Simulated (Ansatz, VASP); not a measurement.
# Two plane-wave programs on TiCo

```xyz
2
Lattice="2.9861 0.0000 0.0000 0.0000 2.9861 0.0000 0.0000 0.0000 2.9861" Properties=species:S:1:pos:R:3 pbc="T T T"
Ti    0.0000    0.0000    0.0000
Co    1.4931    1.4931    1.4931
```

Alike in both runs: task single point; functional PBE; k mesh 12 × 12 × 12; occupations fermi-dirac, width 0.05 eV; collinear spin.

|  | VASP | Ansatz |
| --- | --- | --- |
| version | VASP 6.6.1 | Ansatz 0.2.0 |
| potentials or method | VASP PAW PBE potentials, release 64 (Ti_sv, Co) | PAW with Ansatz's default frozen-core files, scalar-relativistic |
| plane-wave cutoff (eV) | 520 | 420 |
| valence electrons in the cell | 21 | 29 |

```csv
,VASP,Ansatz,Ansatz less VASP
pressure (GPa),-0.8,-0.3,+0.50
net moment per atom (μB),0.42,0.43,+0.011
size of the moment on the site where the two differ most (μB),0.92,0.96,+0.042
```

Site moments also hang on the region over which each program counts them. The two sets of potentials don't hold the same shells in valence.
